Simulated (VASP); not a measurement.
# Bi (Im-3m) in VASP: notebook, part 2 of 2

VASP 6.6.1.

### 3 Relaxation of cell and atoms, PBE+D3(BJ)

Contents of INCAR:

```
SYSTEM = Bi
ALGO = Normal
EDIFF = 1E-6
EDIFFG = -0.01
ENCUT = 600
GGA = PE
IBRION = 2
ISIF = 3
ISMEAR = 1
IVDW = 12
LASPH = .True.
LCHARG = .False.
LREAL = .False.
LWAVE = .False.
NELM = 80
NSW = 90
PREC = Accurate
SIGMA = 0.1
```

Contents of KPOINTS:

```
k-points
0
Gamma
  14 14 14
  0 0 0
```

Contents of POSCAR:

```
Bi
1.0
   -1.9814305318      1.9814305318      1.9814305318
    1.9814305318     -1.9814305318      1.9814305318
    1.9814305318      1.9814305318     -1.9814305318
Bi
1
Direct
    0.0000000000      0.0000000000      0.0000000000
```

Potentials or basis: VASP PAW PBE potentials, release 64 (Bi_d).

The run is started by

```
$ cat potpaw_PBE.64/Bi_d/POTCAR > POTCAR
$ mpirun -np 1 vasp_std > vasp.out
```

OUTCAR:

```text
SYSTEM = Bi
   EDIFF = 1E-6
   EDIFFG = -0.01
   ENCUT = 600
   GGA = PE
   IBRION = 2
   ISIF = 3
   ISMEAR = 1
   IVDW = 12
   LASPH = .True.
   LREAL = .False.
   NELM = 80
   NSW = 90
   PREC = Accurate
 IVDW          = 12

 ion  position               nearest neighbor table
   1  0.000  0.000  0.000-

  LATTYP: Found a body centered cubic cell.
 ALAT       =     3.9628610636

  Lattice vectors:

 A1 = (  -1.9814305318,   1.9814305318,   1.9814305318)
 A2 = (   1.9814305318,  -1.9814305318,   1.9814305318)
 A3 = (   1.9814305318,   1.9814305318,  -1.9814305318)

Analysis of symmetry for initial positions (statically):
=====================================================================
 Subroutine PRICEL returns:
 Original cell was already a primitive cell.

 Routine SETGRP: Setting up the symmetry group for a
 body centered cubic supercell.

 Subroutine GETGRP returns: Found 48 space group operations
 (whereof 48 operations were pure point group operations)
 out of a pool of 48 trial point group operations.

The static configuration has the point symmetry O_h .

Analysis of symmetry for dynamics (positions and initial velocities):
=====================================================================
 Subroutine PRICEL returns:
 Original cell was already a primitive cell.

 Routine SETGRP: Setting up the symmetry group for a
 body centered cubic supercell.

 Subroutine GETGRP returns: Found 48 space group operations
 (whereof 48 operations were pure point group operations)
 out of a pool of 48 trial point group operations.

The dynamic configuration has the point symmetry O_h .

 Subroutine INISYM returns: Found 48 space group operations
 (whereof 48 operations are pure point group operations),
 and found     1 'primitive' translations

----------------------------------------------------------------------------------------

                                     Primitive cell

  volume of cell :      31.1169

  direct lattice vectors                    reciprocal lattice vectors
    -1.981430532  1.981430532  1.981430532     0.000000000  0.252342937  0.252342937
     1.981430532 -1.981430532  1.981430532     0.252342937  0.000000000  0.252342937
     1.981430532  1.981430532 -1.981430532     0.252342937  0.252342937  0.000000000

  length of vectors
     3.431938353  3.431938353  3.431938353     0.356866804  0.356866804  0.356866804

  position of ions in fractional coordinates (direct lattice)
     0.000000000  0.000000000  0.000000000

  ion indices of the primitive-cell ions
   primitive index   ion index
                 1           1

----------------------------------------------------------------------------------------

 KPOINTS: k-points

Automatic generation of k-mesh.
 Grid dimensions read from file:
 generate k-points for:   14   14   14

 Generating k-lattice:

  Cartesian coordinates                     Fractional coordinates (reciprocal lattice)
     0.000000000  0.018024496  0.018024496     0.071428571  0.000000000  0.000000000
     0.018024496  0.000000000  0.018024496     0.000000000  0.071428571  0.000000000
     0.018024496  0.018024496  0.000000000     0.000000000  0.000000000  0.071428571

  Length of vectors
     0.025490486  0.025490486  0.025490486

  Shift w.r.t. Gamma in fractional coordinates (k-lattice)
     0.000000000  0.000000000  0.000000000

 Subroutine IBZKPT returns following result:
 ===========================================

 Found    104 irreducible k-points:

 Following reciprocal coordinates:
            Coordinates               Weight
  0.000000  0.000000  0.000000      1.000000
  0.071429  0.000000  0.000000     12.000000
  0.142857  0.000000  0.000000     12.000000
  0.214286  0.000000  0.000000     12.000000
  0.285714  0.000000  0.000000     12.000000
  0.357143  0.000000  0.000000     12.000000
[... 16 lines left out ...]
  0.285714  0.285714  0.000000     24.000000
  0.357143  0.285714  0.000000     24.000000
 [... further k-points ...]
   k-points           NKPTS =    104   k-points in BZ     NKDIM =    104   number of bands    NBANDS=     11
   number of dos      NEDOS =    301   number of ions     NIONS =      1
   total plane-waves  NPLWV =  21952
   dimension x,y,z NGX =    28 NGY =   28 NGZ =   28
   dimension x,y,z NGXF=    56 NGYF=   56 NGZF=   56
   ions per type =               1
   NGX,Y,Z   is equivalent  to a cutoff of  13.56, 13.56, 13.56 a.u.
   NGXF,Y,Z  is equivalent  to a cutoff of  27.13, 27.13, 27.13 a.u.
 SYSTEM =  Bi
   PREC   = accura    normal or accurate (medium, high low for compatibility)
   ISTART =      0    job   : 0-new  1-cont  2-samecut
   ICHARG =      2    charge: 1-file 2-atom 10-const
   ISPIN  =      1    spin polarized calculation?
   LNONCOLLINEAR =      F non collinear calculations
   LSORBIT =      F    spin-orbit coupling
   LASPH  =      T    aspherical Exc in radial PAW
   ENCUT  =  600.0 eV  44.10 Ry    6.64 a.u.   6.85  6.85  6.85*2*pi/ulx,y,z
   NELM   =     80;   NELMIN=  2; NELMDL= -5     # of ELM steps
   EDIFF  = 0.1E-05   stopping-criterion for ELM
   LREAL  =      F    real-space projection
   EDIFFG = -.1E-01   stopping-criterion for IOM
   NSW    =     90    number of steps for IOM
   IBRION =      2    ionic relax: 0-MD 1-quasi-New 2-CG
   NFREE  =      1    steps in history (QN), initial steepest desc. (CG)
   ISIF   =      3    stress and relaxation
   ISYM   =      2    0-nonsym 1-usesym 2-fastsym
   POTIM  = 0.5000    time-step for ionic-motion
   TEBEG  =    0.0;   TEEND  =   0.0 temperature during run
   PSTRESS=    0.0 pullay stress
   NELECT =      15.0000    total number of electrons
   NUPDOWN=      -1.0000    fix difference up-down
   EMIN   =  10.00;   EMAX   =-10.00  energy-range for DOS
   EFERMI =   0.00;   METHOD = LEGACY
   ISMEAR =     1;   SIGMA  =   0.10  broadening in eV -4-tet -1-fermi 0-gaus
   EFERMI_NEDOS =   21; number of points for ismear=-14 and -15
   IALGO  =     38    algorithm
   IMIX   =      4    mixing-type and parameters
     AMIX     =   0.40;   BMIX     =  1.00
     AMIX_MAG =   1.60;   BMIX_MAG =  1.00
  volume/ion in A,a.u.               =      31.12       209.99
  Fermi-wavevector in a.u.,A,eV,Ry     =   1.283630  2.425708 22.418388  1.647705
  Thomas-Fermi vector in A             =   2.415871
   LORBIT       =      0    0 simple, 1 ext, 2 COOP (PROOUT), +10 PAW based schemes
   GGA     = PE    functional components
   LHFCALC =     F    Hartree Fock is set to
   AEXX    =    0.0000 exact exchange contribution
   IVDW    =    12    specifies the selected vdW correction
   LEPSILON=     F    determine dielectric tensor
   LRPA    =     F    only Hartree local field effects (RPA)
 conjugate gradient relaxation of ions
 non-spin polarized calculation
 Methfessel and Paxton  Order N= 1 SIGMA  =   0.10
  energy-cutoff  :      600.00
  volume of cell :       31.12
 maximum number of plane-waves:      1055
   NGX = 13   NGY = 13   NGZ = 13

--------------------------------------- Ionic step        1  -------------------------------------------

 number of electron      14.9999994 magnetization

 Free energy of the ion-electron system (eV)
  ---------------------------------------------------
  ext. energy  EPLUGINS =         0.00000000
  ---------------------------------------------------
  free energy    TOTEN  =        -3.74824484 eV

  energy without entropy =       -3.74753113  energy(sigma->0) =       -3.74800694

------------------------ aborting loop because EDIFF is reached ----------------------------------------

 Edisp (eV)   -0.50665

 E8    (eV) :    -0.2491
[... 69 lines left out ...]
--------------------------------------- Ionic step        3  -------------------------------------------

 number of electron      14.9999999 magnetization

 Free energy of the ion-electron system (eV)
  ---------------------------------------------------
  ext. energy  EPLUGINS =         0.00000000
  ---------------------------------------------------
  free energy    TOTEN  =        -3.73686627 eV

  energy without entropy =       -3.73623495  energy(sigma->0) =       -3.73665583

 E-fermi :   8.2842     XC(G=0): -10.4619

 val. band max:        8.2690748524   @ k =  -0.3571   0.3571   0.2857
 cond. band min:       8.2935534944   @ k =  -0.4286   0.4286   0.2857
 fundamental gap:      0.0244786420
 Fermi energy:         8.2841694545

 k-point     1 :       0.0000    0.0000    0.0000
  band No.  band energies     occupation
      1     -14.7141      2.00000
      2     -14.7141      2.00000
      3     -14.7140      2.00000
      4     -14.5693      2.00000
      5     -14.5693      2.00000
      6      -5.4096      2.00000
      7      13.7345      0.00000
      8      13.7345      0.00000
      9      13.7345      0.00000
     10      17.9446      0.00000
     11      18.8422      0.00000
[... 309 lines left out ...]
 k-point    24 :       0.3571    0.2857    0.0000
  band No.  band energies     occupation
      1     -14.7232      2.00000
      2     -14.6290      2.00000
      3     -14.6069      2.00000
      4     -14.5634      2.00000
      5     -14.5367      2.00000
      6      -1.6663      2.00000
      7       4.4554      2.00000
      8       5.5578      2.00000
      9      10.7879      0.00000
     10      17.1064      0.00000
     11      18.9595      0.00000

 [... further k-points ...]

------------------------ aborting loop because EDIFF is reached ----------------------------------------

 Edisp (eV)   -0.52440

 E8    (eV) :    -0.2576
[... 24 lines left out ...]
  FREE ENERGIE OF THE ION-ELECTRON SYSTEM (eV)
  ---------------------------------------------------
  free  energy   TOTEN  =        -4.2612637288 eV

  energy  without entropy=       -4.2606324093  energy(sigma->0) =       -4.26105329

 reached required accuracy - stopping structural energy minimisation
```

It took 30 s on 1 thread of Intel Xeon 6975P-C (Granite Rapids), shared host; peak memory 0.2 GiB.

What came out:

- Free energy: -4.2613 eV
- Relaxed volume: 30.05 Å³/atom
- Relaxed cell: a = 3.392 Å, b = 3.392 Å, c = 3.392 Å, α = 109.47°, β = 109.47°, γ = 109.47°
- Space group after relaxing (to 0.05 Å): Im-3m (No. 229)
- Energy gained by relaxing: 6.4 meV/atom
- Ionic steps: 3
- Pressure after relaxing: 0.0 GPa
- Band gap on the k mesh: none (metal or under the smearing width)
- Dispersion energy per atom: -0.524 eV

The path:
| step | energy change (eV) | largest force (eV/Å) | pressure (GPa) | volume (Å³) |
| --- | --- | --- | --- | --- |
| 1 | 0.0000 | 0.0000 | -1.87 | 31.12 |
| 2 | -0.0046 | 0.0000 | 1.05 | 29.51 |
| 3 | -0.0064 | 0.0000 | 0.02 | 30.05 |

Final structure:
```yaml
crystal:
  lattice:
    - [-1.95859, 1.95859, 1.95859]
    - [1.95859, -1.95859, 1.95859]
    - [1.95859, 1.95859, -1.95859]
  atoms:
    - { symbol: Bi, position: [0.00000, 0.00000, 0.00000] }
```

Caveat: spin-orbit coupling is left out, which moves the levels of the heavy elements; pairwise dispersion overbinds metals, which lowers pressure and volume.
